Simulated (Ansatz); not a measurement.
LiCl:

```
CELL_PARAMETERS angstrom
0.00000 2.56477 2.56477
2.56477 0.00000 2.56477
2.56477 2.56477 0.00000
ATOMIC_POSITIONS crystal
Cl 0.50000 0.50000 0.50000
Li 0.00000 0.00000 0.00000
```

Base run:

```yaml
Program: Ansatz 0.2.0
Functional: BLYP
Potentials_or_basis: all-electron LAPW, scalar-relativistic
Cutoff: 161 eV
Density_cutoff: 644 eV
Basis_error_allowed: 0.001 eV/atom
k_mesh: 9 × 9 × 9
Occupations: fermi-dirac, width 0.05 eV
Spin: no spin polarisation
```

Its results: band gap on the k mesh 6.47 eV, direct; pressure 2.0 GPa.

Q: After a change of settings the same cell gave: band gap on the k mesh 6.58 eV, direct; pressure 2.4 GPa. Which change was it?
A. functional from BLYP to LDA; occupations from fermi-dirac, width 0.05 eV to gaussian, width 0.1 eV
B. functional from BLYP to PBEsol; potentials or basis from all-electron LAPW, scalar-relativistic to all-electron PAW datasets made for the crystal
C. functional from BLYP to RPBE
D. functional from BLYP to PBE; occupations from fermi-dirac, width 0.05 eV to gaussian, width 0.024 eV

A: C.

Not every run made on this cell is shown here.
